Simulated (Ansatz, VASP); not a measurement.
## C: VASP beside Ansatz

```
C
1.0
     1.28597    0.03229   -0.00400
    -0.37593    3.30434   -0.21967
    -0.22509   -1.44435    2.98768
C
1
Direct
  0.50000 0.50000 0.00000
```

Alike in both runs: functional PBE; k mesh 12 × 6 × 6; occupations gaussian, width 0.1 eV; no spin polarisation.

Ansatz relaxed the structure, and its values are those at the end. VASP's run is a single point on that final structure, the one shown.

```csv
,VASP,Ansatz
version,VASP 6.6.1,Ansatz 0.2.0
potentials or method,"VASP PAW PBE potentials, release 64 (C)","scalar-relativistic, plane waves, PAW"
plane-wave cutoff (eV),520,420
valence electrons in the cell,4,4
```

Ansatz gave:

```
gap on the k mesh at the Fermi level (eV) : none
pressure (GPa)                            : 0.0
```

Problem. Estimate VASP's values.

Solution. gap on the k mesh at the Fermi level (eV): none; pressure (GPa): -0.2.

A gap of «none» marks a metal or a gap that the smearing closes.

Caveats: the k mesh is coarse (spacing up to 0.41 Å⁻¹), so the values aren't converged.
